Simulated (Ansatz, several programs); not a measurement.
AgI built on the wurtzite prototype, relaxed with r2SCAN in Ansatz (plane waves, PAW): space group P6_3mc (No. 186), hexagonal; a = 4.651 Å, c = 7.599 Å in the conventional setting, 35.59 Å³ an atom. Ag has 4 I at 2.85 Å; I has 4 Ag at 2.85 Å. The cell was then scaled with its shape and fractional coordinates held, which makes it stiffer than a relaxed compression. Calculated for a static, non-magnetic cell.

```
V (Å³/atom)  E (meV/atom)
     33.453         13.06
     34.521          3.03
     35.589          0.00
     37.724         10.35
```

Task: Pass a cubic E = c₀ + c₁u + c₂u² + c₃u³, with u = V − 35.322 Å³, through these points.

Result: c₀ = 0.16, c₁ = -1.321, c₂ = 2.692, c₃ = -0.1567 (meV and Å³).

Task: Where is the minimum, and what bulk modulus follows?

Result: dE/du = 0 at u = +0.251, so V₀ = 35.57 Å³. B = V₀ d²E/dV² = 35.57 × (2c₂ + 6c₃u) = 35.57 × 5.148 = 183 meV/Å³, and 1 meV/Å³ is 0.16022 GPa: 29 GPa. A third-order Birch-Murnaghan fit to all five points gives 35.58 Å³ and 29 GPa.

Task: Predict the energy and the pressure at the withheld volume, 36.656 Å³.

Result: With u = +1.334: E ≈ 2.82 meV and P = −dE/dV ≈ -0.80 GPa. The run gives 2.78 meV and, from its stress, -0.80 GPa.
